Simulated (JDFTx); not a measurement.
**Be under changes of volume**

One of the cells (7.871 Å³/atom); the others are scaled copies at fixed shape and fractional positions:

```
Be
1.0
    -1.25312    1.25312    1.25312
     1.25312   -1.25312    1.25312
     1.25312    1.25312   -1.25312
Be
1
Direct
  0.00000 0.00000 0.00000
```

This isn't the form of Be at room conditions, which is hcp.

```yaml
Program: JDFTx 1.7.0 (patched build)
Functional: PBE
Potentials_or_basis: PseudoDojo-SR-PBE-0.5-standard
Cutoff: 1197 eV
Density_cutoff: 4789 eV
k_mesh: 15 × 15 × 15
Occupations: fermi-dirac, width 0.05 eV
Spin: no spin polarisation
```

```csv
volume (Å³/atom),energy over the lowest point (meV/atom),pressure (GPa)
7.399,12.23,8.6
7.556,5.32,5.5
7.714,1.32,2.7
7.871,0.00,0.0
8.029,1.14,-2.4
8.186,4.53,-4.6
8.343,?,?
```

What does the run at 8.343 Å³/atom give?

Energy over the lowest point 9.99 meV/atom; pressure -6.6 GPa.

Worked out: A Birch-Murnaghan fit of order 3 (a polynomial in V^(-2/3)) to the other rows has its minimum at 7.87 Å³/atom with B0 = V·E''(V) = 125 GPa and B' = 3.3. It gives 9.97 meV/atom at 8.343 Å³/atom, against the run's 9.99, and -dE/dV = -6.5 GPa, against -6.6.

Energies are extrapolated to zero smearing.
